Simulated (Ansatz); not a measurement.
**BN: where the heat goes in a short trajectory**

Method: Ansatz, DFT PBE+D3(BJ), scalar-relativistic, plane waves, PAW. The runs took a 420 eV cutoff, a shifted (0.0, 0.0, 0.5 steps) 3×3×2 mesh and Fermi–Dirac smearing (0.039 eV). The mesh is coarse. No spin polarisation.

16 atoms start on the lattice sites below (V = 147.5 Å³, 1.01 times the source cell's; static pressure -3.52 GPa, largest force component 0.00 eV/Å) with velocities drawn for 450 K; Nosé–Hoover thermostat aiming at the same temperature, fixed cell, 81 steps of 3 fs.

```
CELL_PARAMETERS angstrom
2.51834 -4.36189 0.00000
-5.03667 0.00000 0.00000
0.00000 0.00000 -6.71223
ATOMIC_POSITIONS crystal
B 0.50000 0.50000 0.50000
B 0.00000 0.50000 0.50000
B 0.50000 0.00000 0.50000
B 0.00000 0.00000 0.50000
B 0.16667 0.33333 0.00000
B 0.66667 0.33333 0.00000
B 0.16667 0.83333 0.00000
B 0.66667 0.83333 0.00000
N 0.50000 0.50000 0.00000
N 0.00000 0.50000 0.00000
N 0.50000 0.00000 0.00000
N 0.00000 0.00000 0.00000
N 0.33333 0.16667 0.50000
N 0.83333 0.16667 0.50000
N 0.33333 0.66667 0.50000
N 0.83333 0.66667 0.50000
```

| t (fs) | T (K) | kinetic energy (meV/atom) | potential energy over the first frame (meV/atom) | P with the kinetic part (GPa) |
| --- | --- | --- | --- | --- |
| 0.0 | 450 | 54.5 | 0.0 | -2.84 |
| 15.0 | 296 | 35.8 | 19.7 | -3.59 |
| 30.0 | 276 | 33.4 | 24.3 | -3.11 |
| 45.0 | 242 | 29.3 | 30.5 | -2.71 |
| 60.0 | 264 | 31.9 | 30.9 | -2.29 |
| 75.0 | 202 | 24.5 | 41.2 | -2.88 |
| 90.0 | 239 | 29.0 | 39.7 | -2.94 |
| 105.0 | 372 | 45.0 | 26.7 | -2.25 |
| 120.0 | 294 | 35.6 | 39.4 | -3.13 |
| 135.0 | 324 | 39.2 | 38.0 | -3.14 |
| 150.0 | 309 | 37.4 | 43.0 | -2.73 |
| 165.0 | 328 | 39.8 | 43.4 | -2.28 |
| 180.0 | 193 | 23.4 | 63.1 | -2.46 |
| 195.0 | 161 | 19.5 | 70.1 | -2.47 |
| 210.0 | 308 | 37.3 | 54.2 | -1.57 |
| 225.0 | 197 | 23.9 | 70.8 | -2.61 |
| 240.0 | 340 | 41.1 | 55.5 | -2.37 |

T counts 3N − 3 degrees of freedom. Means over every step of the second half, not only the rows shown: T = 332 K, kinetic energy 40.2 meV/atom, potential energy 45.5 meV/atom, P = -2.63 GPa.

**Question.** Does the potential energy follow equipartition for harmonic vibrations?

**Answer.** In a harmonic crystal each vibration holds as much potential as kinetic energy on average, here 40.2 meV/atom. The run has 45.5, a ratio of 1.13. That is near one, as for a crystal vibrating about its sites. The time step adds a little: a Verlet scheme lowers a mode's mean kinetic energy against its potential energy by the factor 1 − (ωΔt)²/4. So short a run gives a rough mean. T is still well under the temperature that the thermostat aims for.

**Question.** Split the rise of pressure into the kinetic part and the rest. Can a thermal Grüneisen parameter be estimated?

**Answer.** The program counts the kinetic part as N k_B T/V = 0.50 GPa. The pressure lies 0.89 GPa over the static one in all, so the forces add 0.39 GPa. For a harmonic mode with ω ∝ V^(−γ) and an amplitude that scales with the cell, the forces add (2γ − 2/3)U/V, which needs no equipartition; when U equals the kinetic energy K, this and the kinetic part 2K/(3V) sum to the Mie–Grüneisen γE_th/V. With U = N × 45.5 meV, γ = 1/3 + V ΔP_forces/(2U) = 0.58, for harmonic vibrations a mean over the modes weighted by their potential energy, for uniform scaling of the cell (in a layered or otherwise anisotropic crystal this differs from γ under hydrostatic pressure). Most solids fall between 1 and 3, and tetrahedral, framework and layered ones often lower; anharmonic motion and pressure swings in a cell of 16 atoms make this value uncertain by tenths or more.